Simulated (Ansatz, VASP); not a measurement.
Two plane-wave programs on Ti4Al

Contents of INCAR:

```
SYSTEM = Ti4Al
PREC = Accurate
ENCUT = 600
EDIFF = 1E-7
ISMEAR = 0
SIGMA = 0.1
LREAL = .False.
LASPH = .True.
NELM = 100
ALGO = Normal
ISIF = 3
LWAVE = .False.
LCHARG = .False.
GGA = PE
IBRION = 2
NSW = 100
EDIFFG = -0.01
```

KPOINTS

```
regular mesh
0
Gamma
  10 10 10
  0 0 0
```

File POSCAR:

```
Ti4Al
1.0
   -2.9395759871      2.9395759871      2.9395759871
    2.9395759871     -2.9395759871      2.9395759871
    2.9395759871      2.9395759871     -2.9395759871
Ti Al
4 1
Direct
    0.0000000000      0.0000000000      0.5000000000
    0.0000000000      0.5000000000      0.0000000000
    0.5000000000      0.0000000000      0.0000000000
    0.5000000000      0.5000000000      0.5000000000
    0.0000000000      0.0000000000      0.0000000000
```

Input for Ansatz:

```yaml
crystal:
  lattice:
    - [-2.9395759871, 2.9395759871, 2.9395759871]
    - [2.9395759871, -2.9395759871, 2.9395759871]
    - [2.9395759871, 2.9395759871, -2.9395759871]
  atoms:
    - { symbol: Ti, position: [0.0, 0.0, 0.5] }
    - { symbol: Ti, position: [0.0, 0.5, 0.0] }
    - { symbol: Ti, position: [0.5, 0.0, 0.0] }
    - { symbol: Ti, position: [0.5, 0.5, 0.5] }
    - { symbol: Al, position: [0.0, 0.0, 0.0] }
basis:
  ecutwfc: 420
kpoints:
  mp_grid: { grid: [10, 10, 10] }
hamiltonian:
  xc: pbe
scf:
  occupations: { method: gaussian, width: 0.1 }
output:
  forces: true
  stress: true
  eigenvalues: true
  write_density: true
  write_potential: true
  elf: true
  volumetric_format: npy
relax:
  adjacent_minimum: "off"
  f_tol: 0.01
  max_steps: 80
  cell: { stress_tol: 0.05 }
```

Change from the starting cell: species swapped into the MnGa4 type (Im-3m, No. 229).

Alike in both runs: task relaxation of cell and atoms; functional PBE; k mesh 10 × 10 × 10; occupations gaussian, width 0.1 eV; no spin polarisation.

```csv
,VASP,Ansatz
version,VASP 6.6.1,Ansatz 0.2.0
potentials or method,"VASP PAW PBE potentials, release 64 (Ti_sv, Al)","scalar-relativistic, plane waves, PAW"
plane-wave cutoff (eV),600,420
valence electrons in the cell,51,51
```

Ansatz gave:

```
gap on the k mesh at the Fermi level, each at its own relaxed structure (eV) : none
relaxed volume (Å³/atom)                                                     : 20.42
relaxed cell length with the largest relative difference (Å)                 : 5.100
```

Problem. Estimate VASP's values.

Solution. gap on the k mesh at the Fermi level, each at its own relaxed structure (eV): none; relaxed volume (Å³/atom): 20.41; relaxed cell length with the largest relative difference (Å): 5.099.

A gap of «none» marks a metal or a gap that the smearing closes.
